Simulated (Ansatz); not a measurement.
Space group Fm-3m (No. 225). a = 5.785 Å, b = 5.785 Å, c = 5.785 Å, α = 90.00°, β = 90.00°, γ = 90.00°
```json
{"atom": "Ag", "site": "4a", "symmetry": "m-3m", "x": "0.0000", "y": "0.0000", "z": "0.0000"}
{"atom": "Br", "site": "4b", "symmetry": "m-3m", "x": "0.5000", "y": "0.0000", "z": "0.0000"}
```

Equation of state of this AgBr structure (not necessarily the ground state), with shape and atoms relaxed at each volume where symmetry leaves them free. Level of theory: DFT r2SCAN, scalar-relativistic, plane waves, PAW (Ansatz).

Settings: cutoff 500 eV, Γ-centred mesh 8×8×8 on the computed 2-atom cell, Gaussian smearing of 0.02 eV; no spin polarisation.

```json
{"V (Å³/atom)": "22.750", "E − E(largest V) (meV/atom)": "2.94", "P (GPa)": "3.29", "gap on mesh (eV)": "1.30"}
{"V (Å³/atom)": "23.476", "E − E(largest V) (meV/atom)": "-7.76", "P (GPa)": "1.49", "gap on mesh (eV)": "1.29"}
{"V (Å³/atom)": "24.202", "E − E(largest V) (meV/atom)": "-11.01", "P (GPa)": "-0.01", "gap on mesh (eV)": "1.29"}
{"V (Å³/atom)": "24.928", "E − E(largest V) (meV/atom)": "-8.07", "P (GPa)": "-1.25", "gap on mesh (eV)": "1.30"}
{"V (Å³/atom)": "25.654", "E − E(largest V) (meV/atom)": "0.00", "P (GPa)": "-2.28", "gap on mesh (eV)": "1.30"}
```

Q: Fit a third-order Birch–Murnaghan equation to E(V).

A: V0 = 24.20 Å³/atom, B0 = 45 GPa, B0' = 5.2.

Cost: 5 runs of about 0.49 core-minutes in all, on Arm Neoverse V2 (shared hosts).